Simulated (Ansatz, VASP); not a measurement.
## Two plane-wave programs on KF

The input INCAR:

```
  PREC = Accurate
  ENCUT = 520
  EDIFF = 1E-7
  ISMEAR = 0
  SIGMA = 0.02
  LREAL = False
  LASPH = True
  NELM = 100
  ALGO = Normal
  ISIF = 2
  LWAVE = False
  LCHARG = False
  GGA = PE
  NBANDS = 15
```

Contents of KPOINTS:

```
regular mesh
0
Gamma
  8 8 8
```

POSCAR

```
KF
1.0
    0.0000000000      2.5890441350      2.5890441350
    2.5890441350      0.0000000000      2.5890441350
    2.5890441350      2.5890441350      0.0000000000
K F
1 1
Direct
    0.0000000000      0.0000000000      0.0000000000
    0.5000000000      0.5000000000      0.5000000000
```

Input for Ansatz:

```yaml
crystal:
  lattice:
    - [0.0, 2.589044135, 2.589044135]
    - [2.589044135, 0.0, 2.589044135]
    - [2.589044135, 2.589044135, 0.0]
  atoms:
    - { symbol: K, position: [0.0, 0.0, 0.0] }
    - { symbol: F, position: [0.5, 0.5, 0.5] }
basis:
  ecutwfc: 420
kpoints:
  mp_grid: { grid: [8, 8, 8] }
hamiltonian:
  xc: pbe
scf:
  occupations: { method: gaussian, width: 0.02 }
output:
  forces: true
  stress: true
  eigenvalues: true
```

Alike in both runs: task single point; functional PBE; k mesh 8 × 8 × 8; occupations gaussian, width 0.02 eV; no spin polarisation.

|  | VASP | Ansatz |
| --- | --- | --- |
| version | VASP 6.6.1 | Ansatz 0.2.0 |
| potentials or method | VASP PAW PBE potentials, release 64 (K_sv, F) | scalar-relativistic, plane waves, PAW |
| plane-wave cutoff (eV) | 520 | 420 |
| valence electrons in the cell | 16 | 16 |

```csv
,VASP,Ansatz,Ansatz less VASP
gap on the k mesh at the Fermi level (eV),6.69,6.71,+0.018
least direct gap on the mesh (eV),6.69,6.71,+0.018
pressure (GPa),5.7,5.6,-0.15
```

A k mesh can miss the band edges.
